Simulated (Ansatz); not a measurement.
Charge transition levels of the H interstitial in SiO2, term by term

The calculation used DFT PBE, scalar-relativistic, plane waves, PAW (Ansatz 0.2.0). Settings: 420 eV cutoff, 2×2×2 k-mesh, shifted by half a step, Gaussian smearing of 0.01 eV, collinear spin in charge 0 alone.

Host crystal, relaxed:

```xyz
12
Lattice="5.0833 0.0000 0.0000 0.0000 5.0833 0.0000 0.0000 0.0000 7.0989" Properties=species:S:1:pos:R:3 pbc="T T T"
Si    3.5891    3.5891    3.5494
Si    4.0358    1.0475    5.3242
Si    1.0475    4.0358    1.7747
Si    1.4942    1.4942    0.0000
O     4.6074    3.8574    2.3121
O     0.4758    1.2258    5.8616
O     3.8574    4.6074    4.7868
O     1.3158    3.0175    0.5374
O     1.2258    0.4758    1.2373
O     2.0658    3.7675    3.0120
O     3.0175    1.3158    6.5615
O     3.7675    2.0658    4.0869
```

The H interstitial was set at (0.125, 0.125, 0.500) of the host cell, in a supercell of 48 sites (734 Å³), relaxed at fixed cell in each charge q. In charges +1, 0, -1 some atom moved by up to 2.4 Å, so the relaxed defect can differ in kind from the start: near the site, 2 O at 2.39 Å, 2 O at 2.48 Å, 2 Si at 2.48 Å, 2 O at 2.50 Å became 2 O at 1.28 Å, 1 Si at 1.86 Å, 2 Si at 2.75 Å, 2 O at 2.98 Å (charge +1); 2 O at 2.57 Å, 2 O at 2.80 Å, 2 O at 2.87 Å, 2 Si at 2.99 Å (charge 0); 2 Si at 1.99 Å, 2 O at 2.35 Å, 2 O at 2.38 Å, 2 O at 2.44 Å (charge -1). The host's Kohn–Sham gap is 5.51 eV and its static dielectric constant 4.0 (mean). For each charge: the supercell's free energy over the neutral one with q electrons exchanged at the valence band top, F(q) − F(0) + qE_v; the image-charge term; and the term that aligns the potential far from the defect with the host's.

```csv
q,F(q) − F(0) + qE_v (eV),image charge (eV),alignment (eV)
+1,-3.249,0.570,-0.058
0,0.000,0.000,0.000
-1,3.589,0.570,-0.177
```

Add the terms and find the levels between neighbouring charges, ε(q/q′) = [A(q′) − A(q)]/(q − q′), with and without the two corrections.

A(q): -2.738 eV for +1, 0.000 eV for 0, 3.982 eV for -1.
```
 level corrected (eV over E_v) uncorrected (eV)
(+1/0)                     2.74              3.25
(0/-1)                     3.98              3.59
```

As a check, a point charge in a simple cubic cell of this volume has q²αe²/(2εL) = 0.559 q² eV (e² = 14.40 eV Å, α = 2.837, L = 9.02 Å); the shape of the real cell and the anisotropy of ε can change it somewhat. The term grows as q², so it pushes donor levels down and acceptor levels up.

Which of these charges is lowest with the Fermi level at the valence band top, at mid-gap and at the conduction band bottom?

The line A(q) + qE_F that lies lowest gives the charge: +1 at E_F = 0.00 eV, 0 at E_F = 2.76 eV, -1 at E_F = 5.51 eV. Charges beyond those computed could lie lower near the band edges.

The neutral defect forms at 2.43 eV with atoms taken from and returned to the elements. What are the formation energies at those three Fermi levels, and what share of sites would hold the defect at 1200 K with E_F at mid-gap, if the host still stood at that temperature?

E_f = E_f(0) + A(q) + qE_F = -0.31, 2.43, 0.90 eV. In the dilute limit the share is exp(−E_f/k_BT) = exp(−2.429/0.1034) = 6.3×10⁻¹¹, leaving out degeneracy and vibrational entropy. A negative value marks a Fermi level that can't be reached at these chemical potentials: the defect would form first and pull it back. This is the H-rich limit; a poorer supply of H, or a competing compound of it, raises E_f. The small cell and the narrow Kohn–Sham gap leave errors of tenths of an eV or more, which change the share by orders of magnitude.